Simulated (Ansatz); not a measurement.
## Si2Mo: strain and displacement

```
Si Mo
1.0
    -1.60000    1.60000    3.93050
     1.60000   -1.60000    3.93050
     1.60000    1.60000   -3.93050
Si Mo
2 1
Direct
  0.33300 0.33300 0.00000
  0.66700 0.66700 0.00000
  0.00000 0.00000 0.00000
```

Atom numbers follow the list: Si1, Si2, Mo3.

The cell comes from COD entry 1010282, which wasn't checked; take it as a given geometry. It is an old determination, and later ones may differ.

Level of theory: DFT, PBEsol, all-electron LAPW, scalar-relativistic in Ansatz 0.2.0.

Settings: a Γ-centred 12×12×16 k mesh, Fermi–Dirac smearing of 0.03 eV, basis error target 1 meV/atom, no spin polarisation; this mesh doesn't keep the crystal's whole symmetry, which leaves small spurious terms.

The unchanged cell is at -2.71 GPa.

In a metal, stresses and small energies carry noise from the k mesh.

x, y and z are the Cartesian axes of the cell as listed; fractional coordinates follow a strain, and an engineering shear is twice the off-diagonal strain component.

Task: With this change (equal xy, yz and zx engineering shear strains of -3 %), what becomes of the energy and stress and forces?

Result: Energy change +24 meV/atom; stress change (xx, yy, zz, yz, xz, xy) 0.77, 0.77, 0.53, 6.43, 6.43, 6.15 GPa, compression positive; change of the force on Si2 (0.049, 0.049, 0.016) eV/Å.

Task: With this change (equal xy, yz and zx engineering shear strains of -1 %), what becomes of the energy and stress and forces?

Result: Energy change +3 meV/atom; stress change (xx, yy, zz, yz, xz, xy) 0.09, 0.09, 0.05, 2.06, 2.06, 1.98 GPa, compression positive; change of the force on Si2 (0.011, 0.011, 0.001) eV/Å.

Task: With this change (equal xy, yz and zx engineering shear strains of +2 %), what becomes of the energy and stress and forces?

Result: Energy change +10 meV/atom; stress change (xx, yy, zz, yz, xz, xy) 0.31, 0.31, 0.23, -3.86, -3.86, -3.71 GPa, compression positive; change of the force on Si1 (0.009, 0.009, -0.010) eV/Å.

Task: With this change (equal xy, yz and zx engineering shear strains of -2 %), what becomes of the energy and stress and forces?

Result: Energy change +10 meV/atom; stress change (xx, yy, zz, yz, xz, xy) 0.34, 0.34, 0.23, 4.20, 4.20, 4.02 GPa, compression positive; change of the force on Si2 (0.027, 0.027, 0.006) eV/Å.

Task: With this change (equal xy, yz and zx engineering shear strains of +1 %), what becomes of the energy and stress?

Result: Energy change +2 meV/atom; stress change (xx, yy, zz, yz, xz, xy) 0.08, 0.08, 0.06, -1.98, -1.98, -1.90 GPa, compression positive.

Task: With this change (equal xy, yz and zx engineering shear strains of +3 %), what becomes of the energy and stress and forces?

Result: Energy change +21 meV/atom; stress change (xx, yy, zz, yz, xz, xy) 0.69, 0.69, 0.51, -5.66, -5.66, -5.43 GPa, compression positive; change of the force on Si2 (-0.007, -0.007, 0.019) eV/Å.
